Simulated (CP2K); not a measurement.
# MoS2 under changes of volume

One of the cells (31.721 Å³/atom); the others are scaled copies at fixed shape and fractional positions:

```
CELL_PARAMETERS angstrom
3.18454 0.00000 0.00000
-1.59227 2.75789 0.00000
0.00000 0.00000 21.67053
ATOMIC_POSITIONS crystal
Mo 0.33333 0.66667 0.85116
Mo 0.66667 0.33333 0.14884
S 0.66667 0.33333 0.77963
S 0.33333 0.66667 0.07725
S 0.66667 0.33333 0.92275
S 0.33333 0.66667 0.22037
```

```yaml
Program: CP2K 2026.2
Functional: PBEsol
Potentials_or_basis: POTENTIAL_UZH Mo GTH-PBE-q14, S GTH-PBE-q6; TZVP-MOLOPT-PBE-GTH basis
Density_cutoff: 6123 eV
k_mesh: 10 × 10 × 2
Occupations: fermi-dirac, width 0.05 eV
Spin: no spin polarisation
```

```tsv
volume (Å³/atom)	energy over the lowest point (meV/atom)	gap on the mesh (eV)	largest force (eV/Å)
29.817	26.59	2.09	1.325
30.452	9.70	2.03	0.912
31.086	?	?	?
31.721	0.00	1.92	0.176
32.355	5.56	1.87	0.176
32.990	17.12	1.82	0.482
33.624	34.07	1.77	0.765
```

Problem. What does the run at 31.086 Å³/atom give?

Solution. Energy over the lowest point 1.13 meV/atom; gap on the mesh 1.98 eV; largest force 0.529 eV/Å.

Worked out: A Birch-Murnaghan fit of order 3 (a polynomial in V^(-2/3)) to the other rows has its minimum at 31.50 Å³/atom with B0 = V·E''(V) = 87 GPa and B' = 4.3 at fixed shape and positions, which overstates the stiffness. It gives 1.13 meV/atom at 31.086 Å³/atom, against the run's 1.13. A straight line through the other rows of the gap, of slope -2.65 eV per unit of ln V (its deformation potential), gives 1.98 eV, against the run's 1.98.

Energies are extrapolated to zero smearing.

Caveats: the potentials were made for another functional, which shifts forces and pressure; the basis of atomic orbitals isn't converged, which shifts pressures, moduli and gaps.

A mesh can miss the band edges. Spin-orbit coupling on Mo is left out.
